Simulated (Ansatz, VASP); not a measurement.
## Cs in VASP and in Ansatz

INCAR

```
SYSTEM = Cs
ALGO = Fast
EDIFF = 1E-6
ENCUT = 520
GGA = PS
ISIF = 2
ISMEAR = -1
LASPH = .TRUE.
LCHARG = .TRUE.
LELF = .TRUE.
LREAL = .FALSE.
LVHAR = .TRUE.
LWAVE = .FALSE.
NBANDS = 10
NELM = 60
PREC = Accurate
SIGMA = 0.05
```

File KPOINTS:

```
k-points
0
G
  5 5 5
  0 0 0
```

The input POSCAR:

```
Cs
1.0
   -0.0197416787      3.9483357400      3.9483357400
    3.9483357400     -0.0197416787      3.9483357400
    3.9285940613      3.9285940613      0.0000000000
Cs
1
Direct
    0.0000000000      0.0000000000      0.0000000000
```

Contents of input.yaml:

```yaml
crystal:
  lattice:
    - [-0.0197416787, 3.94833574, 3.94833574]
    - [3.94833574, -0.0197416787, 3.94833574]
    - [3.9285940613, 3.9285940613, 0.0]
  atoms:
    - { symbol: Cs, position: [0.0, 0.0, 0.0] }
hamiltonian:
  xc: pbesol
  pseudopotentials: { kind: paw }
kpoints:
  mp_grid: { grid: [5, 5, 5] }
  band_path:
    path:
      - [[0.0, 0.0, 0.0], [-0.373753125, -0.373753125, -0.74750625], [-0.4975, -0.25000625, -0.74750625], [-0.5, 0.0, -0.5], [-0.25, 0.25, -0.5], [0.0, 0.0, -0.5], [0.373753125, 0.373753125, -0.25249375], [0.5, 0.5, 0.0], [0.0, 0.0, 0.0], [-0.376253125, 0.376253125, 0.0], [0.0, 0.5, 0.0], [-0.25, 0.25, -0.5]]
      - [[-0.5025, 0.25000625, -0.25249375], [-0.376253125, 0.376253125, 0.0]]
      - [[0.376253125, 0.623746875, 0.0], [0.5, 0.5, 0.0]]
    npoints: 14
scf:
  occupations: { method: fermi_dirac, width: 0.05 }
  n_extra_bands: 6
output:
  forces: true
  stress: true
  eigenvalues: true
  fatbands: false
```

This isn't the form of Cs at room conditions, which is bcc.

Alike in both runs: functional PBEsol; k mesh 5 × 5 × 5; occupations fermi-dirac, width 0.05 eV; no spin polarisation.

|  | VASP | Ansatz |
| --- | --- | --- |
| version | VASP 6.6.1 | Ansatz 0.2.0 |
| potentials or method | VASP PAW PBE potentials, release 64 (Cs_sv) | Ansatz PAW |
| plane-wave cutoff (eV) | 520 | 420 |
| valence electrons in the cell | 9 | 9 |
| task | single point | band structure |

```tsv
	VASP	Ansatz	Ansatz less VASP
gap on the k mesh at the Fermi level (eV)	none	none	-
pressure (GPa)	-0.2	-0.2	+0.01
```

A gap of «none» marks a metal or a gap that the smearing closes.

Caveats: the PAW data sets were made with another functional, which shifts forces and pressure a little (VASP); spin-orbit coupling is left out, which moves the levels of the heavy elements (Ansatz); the PAW data sets come from PBE, with cores solved anew for the run's functional, which leaves a small shift of forces and pressure (Ansatz). The runs have no spin-orbit coupling, so splittings on Cs are missing.
